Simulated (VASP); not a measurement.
# CdSe (Cadmoselite) (P6_3mc) in VASP: a series of runs

One crystal, CdSe (Cadmoselite), is run at these levels: PBE; tasks: single point.

Everything below comes from runs of VASP 6.6.1. Logs are shortened: lines on timing, memory, paths and dates and some standing lists are left out, and cuts for length are marked.

**1. The structure**

The structure is hexagonal, space group P6_3mc (No. 186). The conventional cell has a = 4.300 Å, b = 4.300 Å, c = 7.020 Å, α = 90.00°, β = 90.00°, γ = 120.00°. Cd (site symmetry 3m) is surrounded by 4 Se at 2.61 to 2.70 Å. Se (site symmetry 3m) has 4 Cd at 2.61 to 2.70 Å as nearest neighbours.

**2. Single point, PBE, spin-orbit coupling, no magnetisation**

INCAR

```
  PREC = Accurate
  ENCUT = 250
  EDIFF = 1E-7
  ISMEAR = 0
  SIGMA = 0.02
  LREAL = F
  LASPH = T
  NELM = 100
  ALGO = Normal
  ISIF = 2
  LWAVE = F
  LCHARG = F
  MAGMOM = 0 0 0 0 0 0 0 0 0 0 0 0
  LORBIT = 11
  LSORBIT = T
  GGA_COMPAT = F
  GGA = PE
  NBANDS = 52
```

KPOINTS

```
regular mesh
0
Gamma
  5 5 3
```

POSCAR

```
CdSe
1.0
    4.3000000000      0.0000000000      0.0000000000
   -2.1500000000      3.7239092363      0.0000000000
    0.0000000000      0.0000000000      7.0200000000
Cd Se
2 2
Direct
    0.6666666667      0.3333333333      0.5000000000
    0.3333333333      0.6666666667      0.0000000000
    0.6666666667      0.3333333333      0.8850000000
    0.3333333333      0.6666666667      0.3850000000
```

Potentials or basis: VASP PAW PBE potentials, release 64 (Cd, Se).

On the command line:

```
$ cat potpaw_PBE.64/Cd/POTCAR potpaw_PBE.64/Se/POTCAR > POTCAR
$ mpirun -np 1 vasp_ncl > vasp.out
```

OUTCAR:

```text
PREC = Accurate
   ENCUT = 250
   EDIFF = 1E-7
   ISMEAR = 0
   LREAL = F
   LASPH = T
   NELM = 100
   ISIF = 2
   LORBIT = 11
   LSORBIT = T
   GGA = PE

 Found     15 irreducible k-points:

 Following reciprocal coordinates:
            Coordinates               Weight
  0.000000  0.000000  0.000000      1.000000
  0.200000  0.000000  0.000000      6.000000
  0.400000  0.000000  0.000000      6.000000
  0.200000  0.200000  0.000000      6.000000
  0.400000  0.200000  0.000000      6.000000
  0.000000  0.000000  0.333333      1.000000
   k-points           NKPTS =     15   k-points in BZ     NKDIM =     15   number of bands    NBANDS=     52
   number of dos      NEDOS =    301   number of ions     NIONS =      4
   total plane-waves  NPLWV =  20736
   dimension x,y,z NGX =    24 NGY =   24 NGZ =   36
   dimension x,y,z NGXF=    48 NGYF=   48 NGZF=   72
   ions per type =               2   2
   NGX,Y,Z   is equivalent  to a cutoff of   9.28,  9.28,  8.53 a.u.
   NGXF,Y,Z  is equivalent  to a cutoff of  18.56, 18.56, 17.05 a.u.
 SYSTEM =  unknown system
   PREC   = accura    normal or accurate (medium, high low for compatibility)
   ISTART =      0    job   : 0-new  1-cont  2-samecut
   ICHARG =      2    charge: 1-file 2-atom 10-const
   ISPIN  =      1    spin polarized calculation?
   LNONCOLLINEAR =      T non collinear calculations
   LSORBIT =      T    spin-orbit coupling
   LASPH  =      T    aspherical Exc in radial PAW
   ENCUT  =  250.0 eV  18.37 Ry    4.29 a.u.   5.54  5.54  9.05*2*pi/ulx,y,z
   NELM   =    100;   NELMIN=  2; NELMDL= -5     # of ELM steps
   EDIFF  = 0.1E-06   stopping-criterion for ELM
   LREAL  =      F    real-space projection
   EDIFFG = 0.1E-05   stopping-criterion for IOM
   NSW    =      0    number of steps for IOM
   IBRION =     -1    ionic relax: 0-MD 1-quasi-New 2-CG
   NFREE  =      0    steps in history (QN), initial steepest desc. (CG)
   ISIF   =      2    stress and relaxation
   ISYM   =      2    0-nonsym 1-usesym 2-fastsym
   POTIM  = 0.5000    time-step for ionic-motion
   TEBEG  =    0.0;   TEEND  =   0.0 temperature during run
   PSTRESS=    0.0 pullay stress
   NELECT =      36.0000    total number of electrons
   NUPDOWN=      -1.0000    fix difference up-down
   EMIN   =  10.00;   EMAX   =-10.00  energy-range for DOS
   EFERMI =   0.00;   METHOD = LEGACY
   ISMEAR =     0;   SIGMA  =   0.02  broadening in eV -4-tet -1-fermi 0-gaus
   EFERMI_NEDOS =   21; number of points for ismear=-14 and -15
   IALGO  =     38    algorithm
   IMIX   =      4    mixing-type and parameters
     AMIX     =   0.40;   BMIX     =  1.00
     AMIX_MAG =   1.60;   BMIX_MAG =  1.00
  volume/ion in A,a.u.               =      28.10       189.64
  Fermi-wavevector in a.u.,A,eV,Ry     =   1.120059  2.116604 17.068937  1.254531
  Thomas-Fermi vector in A             =   2.256702
   LORBIT       =     11    0 simple, 1 ext, 2 COOP (PROOUT), +10 PAW based schemes
   GGA     = PE    functional components
   LHFCALC =     F    Hartree Fock is set to
   AEXX    =    0.0000 exact exchange contribution
   IVDW    =     0    specifies the selected vdW correction
   LEPSILON=     F    determine dielectric tensor
   LRPA    =     F    only Hartree local field effects (RPA)
 Gauss-broadening in eV      SIGMA  =   0.02
  energy-cutoff  :      250.00
  volume of cell :      112.41
 maximum number of plane-waves:      2064
 NGX is ok and might be reduce to    24
   NGX = 11   NGY = 11   NGZ = 19

 number of electron      35.9999914 magnetization       0.0000000      0.0000000      0.0000000

 number of electron      35.9999914 magnetization       0.0000000     -0.0000000     -0.0000000

 number of electron      35.9999914 magnetization      -0.0000000     -0.0000000     -0.0000000

 number of electron      35.9999914 magnetization       0.0000000     -0.0000000      0.0000000

 Free energy of the ion-electron system (eV)
  ---------------------------------------------------
  ext. energy  EPLUGINS =         0.00000000
  ---------------------------------------------------
  free energy    TOTEN  =       -10.92942014 eV

  energy without entropy =      -10.92942014  energy(sigma->0) =      -10.92942014

 E-fermi :   1.1766     XC(G=0):  -8.8793

 val. band max:        1.0596008950   @ k =   0.0000   0.0000   0.0000
 cond. band min:       1.6394417095   @ k =   0.0000   0.0000   0.0000
 fundamental gap:      0.5798408145
 Fermi energy:         1.1765548558

 k-point     1 :       0.0000    0.0000    0.0000
  band No.  band energies     occupation
      1     -11.6509      1.00000
      2     -11.6509      1.00000
      3     -11.2876      1.00000
      4     -11.2876      1.00000
      5      -7.3474      1.00000
      6      -7.3474      1.00000
[... 40 lines left out ...]
     47       7.8104      0.00000
     48       7.8104      0.00000

 k-point     2 :       0.2000    0.0000    0.0000
  band No.  band energies     occupation
      1     -11.5342      1.00000
      2     -11.5338      1.00000
      3     -11.2347      1.00000
      4     -11.2319      1.00000
      5      -7.3137      1.00000
      6      -7.3041      1.00000
[... 40 lines left out ...]
     47       7.9804      0.00000
     48       7.9873      0.00000

 k-point     3 :       0.4000    0.0000    0.0000
  band No.  band energies     occupation
      1     -11.3217      1.00000
      2     -11.3214      1.00000
      3     -11.1668      1.00000
      4     -11.1643      1.00000
      5      -7.2886      1.00000
      6      -7.2708      1.00000
[... 40 lines left out ...]
     47       8.6202      0.00000
     48       8.6279      0.00000

 k-point     4 :       0.2000    0.2000    0.0000
  band No.  band energies     occupation
      1     -11.3670      1.00000
      2     -11.3669      1.00000
      3     -11.1765      1.00000
      4     -11.1731      1.00000
      5      -7.2918      1.00000
      6      -7.2528      1.00000
[... 40 lines left out ...]
     47       7.6078      0.00000
     48       7.6852      0.00000

 k-point     5 :       0.4000    0.2000    0.0000
  band No.  band energies     occupation
      1     -11.2373      1.00000
      2     -11.2368      1.00000
      3     -11.1662      1.00000
      4     -11.1647      1.00000
      5      -7.2676      1.00000
      6      -7.2487      1.00000
[... 40 lines left out ...]
     47       8.4799      0.00000
     48       8.4853      0.00000

 k-point     6 :       0.0000    0.0000    0.3333
  band No.  band energies     occupation
      1     -11.5592      1.00000
      2     -11.5592      1.00000
      3     -11.3770      1.00000
      4     -11.3770      1.00000
      5      -7.3430      1.00000
      6      -7.3430      1.00000
[... 40 lines left out ...]
     47       7.3715      0.00000
     48       7.3715      0.00000

 [... further k-points ...]

 [bands above 48 left out]

------------------------ aborting loop because EDIFF is reached ----------------------------------------

  FORCE on cell =-STRESS in cart. coord.  units (eV):
  Direction    XX          YY          ZZ          XY          YZ          ZX
  --------------------------------------------------------------------------------------
  -------------------------------------------------------------------------------------
  Total       -0.4879494     -0.4879494     -2.0623148      0.0000000      0.0000000      0.0000000
  in kB       -6.9547370     -6.9547370    -29.3941485      0.0000000      0.0000000      0.0000000
  external PRESSURE =     -14.4345408 kB  Pullay stress =       0.0000000 kB

 VOLUME and BASIS-vectors are now :
 -----------------------------------------------------------------------------
  energy-cutoff  :      250.00
  volume of cell :      112.41
      direct lattice vectors                 reciprocal lattice vectors
     4.300000000  0.000000000  0.000000000     0.232558140  0.134267504  0.000000000
    -2.150000000  3.723909236  0.000000000     0.000000000  0.268535009  0.000000000
     0.000000000  0.000000000  7.020000000     0.000000000  0.000000000  0.142450142

 POSITION                                       TOTAL-FORCE (eV/Angst)
 -----------------------------------------------------------------------------------
      2.15000      1.24130      3.51000        -0.000000      0.000000      0.293182
     -0.00000      2.48261      0.00000        -0.000000     -0.000000      0.293182
      2.15000      1.24130      6.21270         0.000000      0.000000     -0.293182
     -0.00000      2.48261      2.70270        -0.000000      0.000000     -0.293182
 -----------------------------------------------------------------------------------
    total drift:                               -0.000000      0.000000     -0.000204

  FREE ENERGIE OF THE ION-ELECTRON SYSTEM (eV)
  ---------------------------------------------------
  free  energy   TOTEN  =       -10.9294201376 eV

  energy  without entropy=      -10.9294201376  energy(sigma->0) =      -10.92942014

 Spin-Orbit-Coupling matrix elements

 Ion:    1  E_soc:     -0.0540633
 l=   1
     0.0000000    -0.0026816    -0.0028627
    -0.0026816     0.0000000    -0.0026816
    -0.0028627    -0.0026816     0.0000000
 l=   2
     0.0000000    -0.0012497     0.0000000    -0.0012497    -0.0050513
    -0.0012497     0.0000000    -0.0037605    -0.0012344    -0.0012497
     0.0000000    -0.0037605     0.0000000    -0.0037605     0.0000000
    -0.0012497    -0.0012344    -0.0037605     0.0000000    -0.0012497
    -0.0050513    -0.0012497     0.0000000    -0.0012497     0.0000000
 l=   3
     0.0000000     0.0000000     0.0000000     0.0000000     0.0000000     0.0000000     0.0000000
     0.0000000     0.0000000     0.0000000     0.0000000     0.0000000     0.0000000     0.0000000
     0.0000000     0.0000000     0.0000000     0.0000000     0.0000000     0.0000000     0.0000000
     0.0000000     0.0000000     0.0000000     0.0000000     0.0000000     0.0000000     0.0000000
     0.0000000     0.0000000     0.0000000     0.0000000     0.0000000     0.0000000     0.0000000
     0.0000000     0.0000000     0.0000000     0.0000000     0.0000000     0.0000000     0.0000000
     0.0000000     0.0000000     0.0000000     0.0000000     0.0000000     0.0000000     0.0000000

 Ion:    2  E_soc:     -0.0540633
 l=   1
     0.0000000    -0.0026816    -0.0028627
    -0.0026816     0.0000000    -0.0026816
    -0.0028627    -0.0026816     0.0000000
 l=   2
     0.0000000    -0.0012497     0.0000000    -0.0012497    -0.0050513
    -0.0012497     0.0000000    -0.0037605    -0.0012344    -0.0012497
     0.0000000    -0.0037605     0.0000000    -0.0037605     0.0000000
    -0.0012497    -0.0012344    -0.0037605     0.0000000    -0.0012497
    -0.0050513    -0.0012497     0.0000000    -0.0012497     0.0000000
 l=   3
     0.0000000     0.0000000     0.0000000     0.0000000     0.0000000     0.0000000     0.0000000
     0.0000000     0.0000000     0.0000000     0.0000000     0.0000000     0.0000000     0.0000000
     0.0000000     0.0000000     0.0000000     0.0000000     0.0000000     0.0000000     0.0000000
     0.0000000     0.0000000     0.0000000     0.0000000     0.0000000     0.0000000     0.0000000
     0.0000000     0.0000000     0.0000000     0.0000000     0.0000000     0.0000000     0.0000000
     0.0000000     0.0000000     0.0000000     0.0000000     0.0000000     0.0000000     0.0000000
     0.0000000     0.0000000     0.0000000     0.0000000     0.0000000     0.0000000     0.0000000

 Ion:    3  E_soc:     -0.0389666
 l=   1
     0.0000000    -0.0065052    -0.0064511
    -0.0065052     0.0000000    -0.0065052
    -0.0064511    -0.0065052     0.0000000
 l=   2
     0.0000000    -0.0000009     0.0000000    -0.0000009    -0.0000078
    -0.0000009     0.0000000    -0.0000051    -0.0000001    -0.0000009
     0.0000000    -0.0000051     0.0000000    -0.0000051     0.0000000
    -0.0000009    -0.0000001    -0.0000051     0.0000000    -0.0000009
    -0.0000078    -0.0000009     0.0000000    -0.0000009     0.0000000
 l=   3
     0.0000000     0.0000000     0.0000000     0.0000000     0.0000000     0.0000000     0.0000000
     0.0000000     0.0000000     0.0000000     0.0000000     0.0000000     0.0000000     0.0000000
     0.0000000     0.0000000     0.0000000     0.0000000     0.0000000     0.0000000     0.0000000
     0.0000000     0.0000000     0.0000000     0.0000000     0.0000000     0.0000000     0.0000000
     0.0000000     0.0000000     0.0000000     0.0000000     0.0000000     0.0000000     0.0000000
     0.0000000     0.0000000     0.0000000     0.0000000     0.0000000     0.0000000     0.0000000
     0.0000000     0.0000000     0.0000000     0.0000000     0.0000000     0.0000000     0.0000000

 Ion:    4  E_soc:     -0.0389666
 l=   1
     0.0000000    -0.0065052    -0.0064511
    -0.0065052     0.0000000    -0.0065052
    -0.0064511    -0.0065052     0.0000000
 l=   2
     0.0000000    -0.0000009     0.0000000    -0.0000009    -0.0000078
    -0.0000009     0.0000000    -0.0000051    -0.0000001    -0.0000009
     0.0000000    -0.0000051     0.0000000    -0.0000051     0.0000000
    -0.0000009    -0.0000001    -0.0000051     0.0000000    -0.0000009
    -0.0000078    -0.0000009     0.0000000    -0.0000009     0.0000000
 l=   3
     0.0000000     0.0000000     0.0000000     0.0000000     0.0000000     0.0000000     0.0000000
     0.0000000     0.0000000     0.0000000     0.0000000     0.0000000     0.0000000     0.0000000
     0.0000000     0.0000000     0.0000000     0.0000000     0.0000000     0.0000000     0.0000000
     0.0000000     0.0000000     0.0000000     0.0000000     0.0000000     0.0000000     0.0000000
     0.0000000     0.0000000     0.0000000     0.0000000     0.0000000     0.0000000     0.0000000
     0.0000000     0.0000000     0.0000000     0.0000000     0.0000000     0.0000000     0.0000000
     0.0000000     0.0000000     0.0000000     0.0000000     0.0000000     0.0000000     0.0000000

 total charge

# of ion       s       p       d       tot
------------------------------------------
    1        0.444   0.317   9.578  10.339
    2        0.444   0.317   9.578  10.339
    3        1.442   2.408   0.022   3.872
    4        1.442   2.408   0.022   3.872
--------------------------------------------------
tot          3.773   5.449  19.201  28.423

 magnetization (x)

# of ion       s       p       d       tot
------------------------------------------
    1        0.000   0.000   0.000   0.000
    2        0.000   0.000   0.000   0.000
    3       -0.000   0.000  -0.000  -0.000
    4        0.000   0.000   0.000   0.000
--------------------------------------------------
tot          0.000   0.000   0.000   0.000

 magnetization (y)

# of ion       s       p       d       tot
------------------------------------------
    1        0.000   0.000   0.000   0.000
    2        0.000   0.000   0.000   0.000
    3       -0.000   0.000   0.000  -0.000
    4       -0.000   0.000   0.000  -0.000
--------------------------------------------------
tot         -0.000   0.000   0.000  -0.000

 magnetization (z)

# of ion       s       p       d       tot
------------------------------------------
    1       -0.000   0.000   0.000  -0.000
    2        0.000   0.000  -0.000   0.000
    3        0.000   0.000  -0.000   0.000
    4       -0.000  -0.000   0.000  -0.000
--------------------------------------------------
tot          0.000   0.000   0.000   0.000
```

Run time: 51 s. Hardware: 1 thread of Intel Xeon 6975P-C (Granite Rapids), shared host; peak memory 0.24 GiB.

The run converged, but a check on its numbers failed (symmetry, net force, bounds or a known fault of this set-up), so they aren't taken as properties of the crystal.

Caveat: the cutoff lies under the usual one of these potentials, so the numbers hold a large basis-set error.

(Part 1 of 3 ends here.)
